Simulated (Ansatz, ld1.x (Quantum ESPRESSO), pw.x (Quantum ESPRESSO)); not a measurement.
# From atom to crystal: PAW potential for manganese

Mn, PAW, made with ld1.x (Quantum ESPRESSO) 7.5 (PBE, scalar-relativistic). Core [Ar], reference 3d5 4s0 4p0 (charge +2). Waves: 4s (bound, empty): rcut 2.20, rcutus 2.40 bohr; 4s channel at -0.5 Ry: rcut 2.20, rcutus 2.40 bohr; 4p (bound, empty): rcut 2.45, rcutus 3.20 bohr; 4p channel at 1.5 Ry: rcut 2.45, rcutus 3.20 bohr; 3d (bound): rcut 1.05, rcutus 1.25 bohr; 3d channel at -0.55 Ry: rcut 1.05, rcutus 1.25 bohr. Local part: all-electron potential smoothed inside 1.80 bohr (lloc = -1). Core correction: Bessel-smoothed model core inside 0.90 bohr. Augmentation charge: BESSEL, radius 0.85 bohr.

Atomic tests: cutoffs needed: 70 Ry and 110 Ry (the cutoffs (Ry, on a coarse ladder) from which the occupation-weighted sum of valence levels, in a spherical-Bessel basis at the reference potential, stays within 10 and 1 mRy of its value at 400 Ry); ghost test: no extra level below or beside the all-electron valence levels (s, p, d, f tested) (spherical-Bessel basis up to 400 Ry, 20 bohr box); configuration tests: 1 of 7 tests not solved or not reliable.

Crystal test: fcc Mn in pw.x 7.5, no spin, 16³ k-points, Fermi–Dirac smearing 0.01 Ry, cutoffs 135/900 Ry. The reference is all-electron LAPW (Ansatz 0.2.0) with the same functional, mesh and smearing; V0 and B0 come from Birch–Murnaghan fits to the pressures at five volumes. Errors are pseudo minus all-electron; Δ is the rms difference of the E(V) curves that follow from these fits, minima aligned, over ±6 % about the mean V0. Mesh and smearing are coarse, so the numbers serve the comparison and aren't converged zero-temperature values; the lattice is a test structure that the element need not adopt. Spin polarisation and strong correlation are left out, which matters for this element.

```tsv
V (Å³/atom)	P all-electron (GPa)	P pseudo (GPa)
10.233	15.96	8.69
10.503	7.46	-0.10
10.772	0.05	-7.66
11.041	-6.42	-14.20
11.311	-12.07	-19.76
```

All-electron: a0 = 3.506 Å (V0 = 10.77 Å³/atom), B0 = 276.5 GPa.

Pseudopotential: mean pressure error (GPa): -7.60; a0 (Å): 3.476; a0 error (%): -0.86; B0 error (%): +15.2; Δ (meV/atom): 17.5. The largest radius (3.20 bohr) exceeds half the bond length (2.34 bohr), so the spheres overlap, which is one possible source of error among others. This is a poor potential for the solid. Atomic configuration tests: 1 of 7 tests not solved or not reliable.

Question: At the middle volume, how do free energy and pressure move when the wave cutoff is lowered (ecutrho held at 900 Ry)?

Answer:

```tsv
cutoff (Ry)	shift of F (meV/atom)	shift of P (GPa)
61	+278.3	-31.73
81	+19.2	-0.39
108	+3.5	-0.55
```

The run at the middle volume (145 k-points, 17 iterations) took about 82 s on one core of a shared host (Neoverse-V2, 32 threads, 247 GiB, load 23).
